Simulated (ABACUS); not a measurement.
# Al (P-1) in ABACUS: further runs

One crystal, Al, is run at these levels: PBEsol; tasks: equation of state.

Everything below comes from runs of ABACUS 3.10.1. Logs are shortened: lines on timing, memory, paths and dates and some standing lists are left out, and cuts for length are marked.

**1. The crystal as given**

The typed cell holds 1 atom: a = 2.839 Å, b = 2.840 Å, c = 2.869 Å, α = 60.19°, β = 62.21°, γ = 59.49°.

**2. Equation of state, PBEsol, 15.57 Å³/atom (volume scaled by 0.94)**

INPUT reads:

```
INPUT_PARAMETERS
suffix              Al
calculation         scf
basis_type          lcao
pseudo_dir          ./
orbital_dir         ./
symmetry            1
dft_functional      pbesol
ecutwfc             100
pseudo_rcut         7
nspin               1
nbands              6
ks_solver           genelpa
smearing_method     fd
smearing_sigma      0.00367493
scf_thr             1e-07
scf_nmax            100
mixing_type         broyden
mixing_beta         0.7
cal_force           1
cal_stress          1
out_mul             1
```

STRU reads:

```
ATOMIC_SPECIES
Al 26.9815 Al.upf

NUMERICAL_ORBITAL
Al_confined-atom_8au_2s2p1d.orb

LATTICE_CONSTANT
1.8897261246

LATTICE_VECTORS
-0.0200376396 1.9304253325 2.0021102586
1.9617748896 0.0097628196 1.9723097994
2.0172562664 1.9561062403 -0.0457185474

ATOMIC_POSITIONS
Direct

Al
0.0
1
0.0000000000 0.0000000000 0.0000000000 1 1 1
```

KPT reads:

```
K_POINTS
0
Gamma
8 8 8 0 0 0
```

Potentials or basis: PseudoDojo NC SR 0.4.1 PBE standard, DZP LCAO (the cutoffs set its grid).

The run is started by

```console
$ OMP_NUM_THREADS=1 mpirun -np 4 abacus > log
```

running log:

```text
ABACUS v3.10.1

               Atomic-orbital Based Ab-initio Computation at UStc

 ------------------------------------------------------------------------------------

 READING GENERAL INFORMATION
                           global_out_dir = OUT.Al/
                           global_in_card = INPUT
                               pseudo_dir = ./
                              orbital_dir = ./
                                    DSIZE = 4
                                    GSIZE = 1

 READING UNITCELL INFORMATION
                                    ntype = 1
                  lattice constant (Bohr) = 1.88973
              lattice constant (Angstrom) = 1

 READING ATOM TYPE 1
                               atom label = Al
                      L=0, number of zeta = 2
                      L=1, number of zeta = 2
                      L=2, number of zeta = 1
             number of atom for this type = 1

                        TOTAL ATOM NUMBER = 1
DIRECT COORDINATES
    atom                   x                   y                   z     mag                  vx                  vy                  vz
taud_Al1            0.0000000000        0.0000000000        0.0000000000  0.0000        0.0000000000        0.0000000000        0.0000000000

                          Volume (Bohr^3) = 105.102
                             Volume (A^3) = 15.5745

 Lattice vectors: (Cartesian coordinate: in unit of a_0)
           -0.0200376            +1.93043            +2.00211
             +1.96177         +0.00976282            +1.97231
             +2.01726            +1.95611          -0.0457185
 Reciprocal vectors: (Cartesian coordinate: in unit of 2 pi/a_0)
            -0.247744           +0.261218           +0.245128
            +0.257125           -0.259261           +0.252551
            +0.243209           +0.254725            -0.24317
 The esolver type has been set to : ksdft_lcao

                PAO radial cut off (Bohr) = 7

 Read in pseudopotential file is Al.upf
                     pseudopotential type = NC
          exchange-correlation functional = PBE
                 nonlocal core correction = 1
                        valence electrons = 3
                                     lmax = 2
                           number of zeta = 2
                     number of projectors = 6
                           L of projector = 0
                           L of projector = 0
                           L of projector = 1
                           L of projector = 1
                           L of projector = 2
                           L of projector = 2
 XC functional updated to : pbesol
          exchange-correlation functional = PBESOL
     initial pseudo atomic orbital number = 4

 SETUP THE ELECTRONS NUMBER
            electron number of element Al = 3
      total electron number of element Al = 3
            AUTOSET number of electrons:  = 3
                           occupied bands = 2
                                   NLOCAL = 13
                                   NBANDS = 6
                                   NBANDS = 6
                                   NLOCAL = 13

 SETUP THE PLANE WAVE BASIS
 energy cutoff for charge/potential (unit:Ry) = 400
            fft grid for charge/potential = [ 36, 36, 36 ]
                        fft grid division = [ 3, 3, 3 ]
        big fft grid for charge/potential = [ 12, 12, 12 ]
                                     nbxx = 432
                                     nrxx = 11664

 SETUP PLANE WAVES FOR CHARGE/POTENTIAL
                    number of plane waves = 14197
                         number of sticks = 753

 PARALLEL PW FOR CHARGE/POTENTIAL
     PROC   COLUMNS(POT)             PW
        1            188           3549
        2            188           3549
        3            188           3550
        4            189           3549
 --------------- sum -------------------
        4            753          14197
                            number of |g| = 3187
                                  max |g| = 36.1811
                                  min |g| = 0

----------- Double Check Mixing Parameters Begin ------------
mixing_type: broyden
mixing_beta: 0.7
mixing_gg0: 1
mixing_gg0_min: 0.1
mixing_ndim: 8
----------- Double Check Mixing Parameters End ------------

 LATTICE VECTORS: (CARTESIAN COORDINATE: IN UNIT OF A0)
           -0.0200376            +1.93043            +2.00211
             +1.96177         +0.00976282            +1.97231
             +2.01726            +1.95611          -0.0457185
                       right hand lattice = 1
                                   NORM_A = 2.78126
[... 40 lines left out ...]
                                       S6 = 0
               POINT GROUP IN SPACE GROUP = S_2

 SETUP K-POINTS
                                    nspin = 1
                   Input type of k points = Monkhorst-Pack(Gamma)
                                   nkstot = 512
                       right hand lattice = 1
(for reciprocal lattice: )
                             BRAVAIS TYPE = 14
                     BRAVAIS LATTICE NAME = 14. Triclinic cell
                                    ibrav = 14
                       right hand lattice = 1
(for k-lattice: )
                             BRAVAIS TYPE = 14
                     BRAVAIS LATTICE NAME = 14. Triclinic cell
                                    ibrav = 14
                       right hand lattice = 1
                        ROTATION MATRICES = 2
                               nkstot_ibz = 260
K-POINTS REDUCTION ACCORDING TO SYMMETRY
     IBZ    DIRECT_X    DIRECT_Y    DIRECT_Z  WEIGHT  ibz2bz
       1  0.00000000  0.00000000  0.00000000  0.0020       0
       2  0.12500000  0.00000000  0.00000000  0.0039       1
       3  0.25000000  0.00000000  0.00000000  0.0039       2
       4  0.37500000  0.00000000  0.00000000  0.0039       3
       5  0.50000000  0.00000000  0.00000000  0.0020       4
       6  0.00000000  0.12500000  0.00000000  0.0039       8
[... 22 lines left out ...]
      29 -0.12500000  0.37500000  0.00000000  0.0039      31
      30  0.00000000  0.50000000  0.00000000  0.0020      32
[... 230 further k points ...]

                               nkstot now = 260
[... K-POINTS DIRECT COORDINATES: 260 rows ...]

           k-point number in this process = 260
       minimum distributed K point number = 260
[... stars of the k points ...]

[... K-POINTS CARTESIAN COORDINATES: 260 rows ...]

[... K-POINTS DIRECT COORDINATES: 260 rows ...]

 SETUP PLANE WAVES FOR WAVE FUNCTIONS
     energy cutoff for wavefunc (unit:Ry) = 100
              fft grid for wave functions = [ 36, 36, 36 ]
                    number of plane waves = 2459
                         number of sticks = 241

 PARALLEL PW FOR WAVE FUNCTIONS
     PROC   COLUMNS(POT)             PW
        1             60            615
        2             61            615
        3             60            615
        4             60            614
 --------------- sum -------------------
        4            241           2459

 SET NONLOCAL PSEUDOPOTENTIAL PROJECTORS
 max number of nonlocal projetors among all species is 6

 -------------------------------------------
 SELF-CONSISTENT
 -------------------------------------------

 SETUP SEARCHING RADIUS FOR PROGRAM TO SEARCH ADJACENT ATOMS
                  longest orb rcut (Bohr) = 8
   longest nonlocal projector rcut (Bohr) = 1.78
                     search radius (Bohr) = 19.6
              searching radius is (Bohr)) = 19.6
         searching radius unit is (Bohr)) = 1.89
                         PeriodicBoundary = 1
                        Radius(unit:lat0) = 10.4
                                   glayer = [ 6, 6, 6 ]
                             glayer_minus = [ 5, 5, 5 ]

Find the coordinate range of the input atom(unit:lat0).
                                  min_tau = [ -20, -19.5, -20.1 ]
                                  max_tau = [ 20, 19.5, 20.1 ]
                                BoxNumber = [ 11, 11, 11 ]

 SETUP EXTENDED REAL SPACE GRID FOR GRID INTEGRATION
                          real space grid = [ 36, 36, 36 ]
                 big cell numbers in grid = [ 12, 12, 12 ]
             meshcell numbers in big cell = [ 3, 3, 3 ]
                        extended fft grid = [ 23, 23, 22 ]
                dimension of extened grid = [ 59, 59, 57 ]
                            UnitCellTotal = 125
              Atom number in sub-FFT-grid = 1
    Local orbitals number in sub-FFT-grid = 13
                                ParaV.nnr = 12201
                                 init_chg = atomic

 LCAO ALGORITHM --------------- ION=   1  ELEC=   1--------------------------------

 Density error is 0.100660671655
----------------------------------------------------------
     Energy           Rydberg                 eV
----------------------------------------------------------
 E_KohnSham     -4.6253734288        -62.9314340092
 E_Harris       -4.6048303923        -62.6519316585
 E_Fermi        0.6231312413         8.4781354836
----------------------------------------------------------
[... 58 lines left out ...]
 Density error is 1.19063905461e-08
----------------------------------------------------------
     Energy           Rydberg                 eV
----------------------------------------------------------
 E_KohnSham     -4.6251489872        -62.9283803252
 E_KS(sigma->0) -4.6250556021        -62.9271097555
 E_Harris       -4.6251489856        -62.9283803025
 E_band         0.8699742643         11.8366071080
 E_one_elec     3.0674097280         41.7342504015
 E_Hartree      0.0081793926         0.1112863457
 E_xc           -2.1933842601        -29.8425238405
 E_Ewald        -5.5071670775        -74.9288520924
 E_entropy(-TS) -0.0001867702        -0.0025411395
 E_descf        0.0000000000         0.0000000000
 E_exx          0.0000000000         0.0000000000
 E_Fermi        0.6219954413         8.4626821316
----------------------------------------------------------

 charge density convergence is achieved
 final etot is -62.928380325 eV
 EFERMI = 8.4626821316 eV

 STATE ENERGY(eV) AND OCCUPATIONS    NSPIN == 1
 1/260 kpoint (Cartesian) = 0.0000 0.0000 0.0000 (449 pws)
       1       -2.98511     0.00390625
       2        20.7174        0.00000
       3        21.7545        0.00000
       4        22.0616        0.00000
       5        22.7767        0.00000
       6        23.6468        0.00000
[... 33 lines left out ...]
 6/260 kpoint (Cartesian) = 0.032141 -0.032408 0.031569 (449 pws)
       1       -2.56093     0.00781250
       2        17.8833    1.16466e-84
       3        19.8326        0.00000
       4        20.8358        0.00000
       5        24.2743        0.00000
       6        24.9749        0.00000

[... levels at 254 further k points ...]

 correction force for each atom along direction 1 is 2.80833e-16
 correction force for each atom along direction 2 is 3.42495e-15
 correction force for each atom along direction 3 is 5.77049e-16
------------------------------------------------------------------------------------------
 TOTAL-FORCE (eV/Angstrom)
------------------------------------------------------------------------------------------
                       Al1         0.0000000000         0.0000000000         0.0000000000
------------------------------------------------------------------------------------------

----------------------------------------------------------------
 TOTAL-STRESS (KBAR)
----------------------------------------------------------------
        43.5709490839       -12.3060132114         6.0163481791
       -12.3060132114        72.9535441247        -1.6623682344
         6.0163481791        -1.6623682344        31.8913843596
----------------------------------------------------------------
 TOTAL-PRESSURE: 49.471959 KBAR

 --------------------------------------------
 !FINAL_ETOT_IS -62.9283803252197771 eV
 --------------------------------------------
```

Run time: 6.2 s. Hardware: 4 MPI ranks of Intel Xeon Platinum 8375C at 2.90GHz (Ice Lake), shared host; peak memory 0.36 GiB.

What came out:

```
Free energy            : -62.9284 eV
Pressure               : 4.9 GPa
Band gap on the k mesh : none (metal or under the smearing width)
```

Caveat: the atomic orbitals were generated for these runs and aren't a published set; the potentials were made for another functional, which shifts forces and pressure; the basis of atomic orbitals isn't converged, which shifts pressures, moduli and gaps.

**3. Equation of state, PBEsol, 16.24 Å³/atom (volume scaled by 0.98)**

INPUT is that of step 2.

STRU reads:

```
ATOMIC_SPECIES
Al 26.9815 Al.upf

NUMERICAL_ORBITAL
Al_confined-atom_8au_2s2p1d.orb

LATTICE_CONSTANT
1.8897261246

LATTICE_VECTORS
-0.0203179226 1.9574277854 2.0301154278
1.9892158546 0.0098993803 1.9998981249
2.0454732952 1.9834679132 -0.0463580504

ATOMIC_POSITIONS
Direct

Al
0.0
1
0.0000000000 0.0000000000 0.0000000000 1 1 1
```

KPT is that of step 2.

Potentials or basis: PseudoDojo NC SR 0.4.1 PBE standard, DZP LCAO (the cutoffs set its grid).

The run is started by

```console
$ OMP_NUM_THREADS=1 mpirun -np 4 abacus > log
```

It took 6.1 s on 4 MPI ranks of Intel Xeon Platinum 8375C at 2.90GHz (Ice Lake), shared host; peak memory 0.36 GiB.

The run converged. Its results:

| Quantity | Value |
| --- | --- |
| Free energy | -62.9401 eV |
| Pressure | 0.9 GPa |
| Band gap on the k mesh | none (metal or under the smearing width) |

Caveat: the atomic orbitals were generated for these runs and aren't a published set; the potentials were made for another functional, which shifts forces and pressure; the basis of atomic orbitals isn't converged, which shifts pressures, moduli and gaps.

**4. Equation of state, PBEsol, 16.90 Å³/atom (volume scaled by 1.02)**

INPUT is that of step 3.

STRU reads:

```
ATOMIC_SPECIES
Al 26.9815 Al.upf

NUMERICAL_ORBITAL
Al_confined-atom_8au_2s2p1d.orb

LATTICE_CONSTANT
1.8897261246

LATTICE_VECTORS
-0.0205906789 1.9837051194 2.0573685513
2.0159199251 0.0100322737 2.0267455987
2.0729325892 2.0100948209 -0.0469803804

ATOMIC_POSITIONS
Direct

Al
0.0
1
0.0000000000 0.0000000000 0.0000000000 1 1 1
```

KPT is that of step 3.

The run is started by

```console
$ OMP_NUM_THREADS=1 mpirun -np 4 abacus > log
```

It took 6 s on 4 MPI ranks of Intel Xeon Platinum 8375C at 2.90GHz (Ice Lake), shared host; peak memory 0.36 GiB.

The run converged. Its results:

| Property | Result |
| --- | --- |
| Free energy | -62.9368 eV |
| Pressure | -2.4 GPa |
| Band gap on the k mesh | none (metal or under the smearing width) |

Caveat: the atomic orbitals were generated for these runs and aren't a published set; the potentials were made for another functional, which shifts forces and pressure; the basis of atomic orbitals isn't converged, which shifts pressures, moduli and gaps.

**5. Equation of state, PBEsol, 17.56 Å³/atom (volume scaled by 1.06)**

INPUT is that of step 4.

STRU reads:

```
ATOMIC_SPECIES
Al 26.9815 Al.upf

NUMERICAL_ORBITAL
Al_confined-atom_8au_2s2p1d.orb

LATTICE_CONSTANT
1.8897261246

LATTICE_VECTORS
-0.0208563944 2.0093041379 2.0839181706
2.0419346643 0.0101617367 2.0529000395
2.0996830570 2.0360343893 -0.0475866457

ATOMIC_POSITIONS
Direct

Al
0.0
1
0.0000000000 0.0000000000 0.0000000000 1 1 1
```

KPT is that of step 4.

The run is started by

```console
$ OMP_NUM_THREADS=1 mpirun -np 4 abacus > log
```

Wall time 6.5 s (4 MPI ranks of Intel Xeon Platinum 8375C at 2.90GHz (Ice Lake), shared host); peak memory 0.36 GiB.

The run converged. Its results:

```yaml
Free_energy: -62.9214 eV
Pressure: -5.0 GPa
Band_gap_on_the_k_mesh: none (metal or under the smearing width)
```

Caveat: the atomic orbitals were generated for these runs and aren't a published set; the potentials were made for another functional, which shifts forces and pressure; the basis of atomic orbitals isn't converged, which shifts pressures, moduli and gaps.

**6. Equation of state, PBEsol**

Potentials or basis: PseudoDojo NC SR 0.4.1 PBE standard, DZP LCAO (the cutoffs set its grid).

No new run: the results of the series are fitted here.

What came out:

```yaml
Equilibrium_volume: 16.40 Å³/atom
Bulk_modulus_at_fixed_shape_and_positions: 85 GPa
Pressure_derivative_of_the_bulk_modulus: "4.5 (rough: it moves with the points fitted)"
```

Energy against volume, from the lowest point:
| volume (Å³/atom) | energy (meV/atom) |
| --- | --- |
| 15.574 | 11.75 |
| 16.237 | 0.00 |
| 16.900 | 3.33 |
| 17.563 | 18.73 |

Caveat: the atomic orbitals were generated for these runs and aren't a published set; the cell was scaled at fixed shape and fractional positions, which overstates the stiffness of a crystal with free parameters, most of all of layers and chains; the potentials were made for another functional, which shifts forces and pressure; the basis of atomic orbitals isn't converged, which shifts pressures, moduli and gaps.
